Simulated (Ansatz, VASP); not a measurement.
## ScAl3N4 in VASP and in Ansatz

```xyz
8
Lattice="-3.3911 0.0000 0.0000 0.0000 5.9624 0.0000 1.6955 -2.9812 -4.2094" Properties=species:S:1:pos:R:3 pbc="T T T"
Sc    0.0000    1.9772    0.0000
Al   -1.6955    4.9849    0.0000
Al   -1.6955    0.9933   -2.1393
Al    0.0000    3.9745   -2.0701
N    -1.6955   -0.9881   -2.0408
N     0.0000    1.9931   -2.1686
N    -1.6955    0.8827    0.0000
N     0.0000    4.0695    0.0000
```

Alike in both runs: functional r2SCAN; k mesh 8 × 8 × 8; occupations gaussian, width 0.02 eV; no spin polarisation.

Ansatz relaxed the structure, and its values are those at the end. VASP's run is a single point on that final structure, the one shown.

|  | VASP | Ansatz |
| --- | --- | --- |
| version | VASP 6.6.1 | Ansatz 0.2.0 |
| potentials or method | VASP PAW PBE potentials, release 64 (Sc_sv, Al, N) | scalar-relativistic, plane waves, PAW |
| plane-wave cutoff (eV) | 520 | 500 |
| valence electrons in the cell | 40 | 40 |

VASP gave:

- gap on the k mesh at the Fermi level (eV): 3.17
- least direct gap on the mesh (eV): 3.26
- pressure (GPa): 0.2
- rms of the force components (eV/Å): 0.034

Which values does Ansatz return?

gap on the k mesh at the Fermi level (eV): 3.17; least direct gap on the mesh (eV): 3.24; pressure (GPa): 0.0; rms of the force components (eV/Å): 0.000.

With one functional, cell and mesh, what is left measures potentials, basis and numerics.

Caveats: the PAW data sets were made with another functional, which shifts forces and pressure a little (VASP). r2SCAN opens gaps a little over a GGA but as a rule still falls short of measured ones. A k mesh can miss the band edges.
